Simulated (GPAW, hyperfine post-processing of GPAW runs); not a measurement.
# LiNi5O5F: isotropic lines and sites in a paramagnetic 7Li spectrum

Calculated values: DFT, revPBE+U, plane-wave PAW, GPAW setups, collinear spin, scalar-relativistic (GPAW), contact and point-dipole shifts scaled to 340 K with Θ = 0 K (a pure Curie law); spin-only moments, above the ordering temperature.

```xyz
12
Lattice="2.9678 0.0000 0.0000 0.0000 2.9678 0.0000 0.0000 0.0000 12.7474" Properties=species:S:1:pos:R:3 pbc="T T T"
Ni    0.0000    0.0000    4.2092
Ni    1.4839    1.4839    2.1288
Ni    0.0000    0.0000    0.0000
Ni    1.4839    1.4839   10.6186
Ni    0.0000    0.0000    8.5382
F     0.0000    0.0000    6.3737
O     1.4839    1.4839    4.2516
O     0.0000    0.0000    2.1216
O     1.4839    1.4839    0.0000
O     0.0000    0.0000   10.6258
O     1.4839    1.4839    8.4958
Li    1.4839    1.4839    6.3737
```

7Li MAS at 7.05 T (116.7 MHz), 40 kHz, 340 K; contact and dipolar shift alone, no orbital or quadrupolar part; lines under 1.5 % of the strongest are left out. Lines of the NMR spectrum (strongest = 100):

| position (ppm) | intensity |
| --- | --- |
| -776.3 | 6.2 |
| -433.4 | 43 |
| -90.6 | 100 |
| 252.3 | 48 |
| 595.1 | 19 |
| 938.0 | 46 |
| 1280.9 | 18 |
| 1623.7 | 8.0 |
| 1966.6 | 1.9 |

Q: Find the isotropic shifts among the lines and assign them to the Li sites.

Sidebands are spaced by 343 ppm (the spinning rate over the resonance of 116.7 MHz). An isotropic line need not be the tallest: it is the area-weighted centre of its own family of sidebands, and the one that stays put when the rate is changed. Isotropic shifts: 252 ppm for atom 12 (10 Ni through links of 90° (16) and 180° (2)), reduced anisotropy 1356 ppm.

[Logs are printed without paths, hosts, clocks, repeated set-up lines and the standing remarks that a program may print on its own settings, such as how far it seeks lower states.]

[Hosts, paths, dates, database ids (printed as entryN), source tags and the programs' standing remarks are cut or masked in the printed files.]
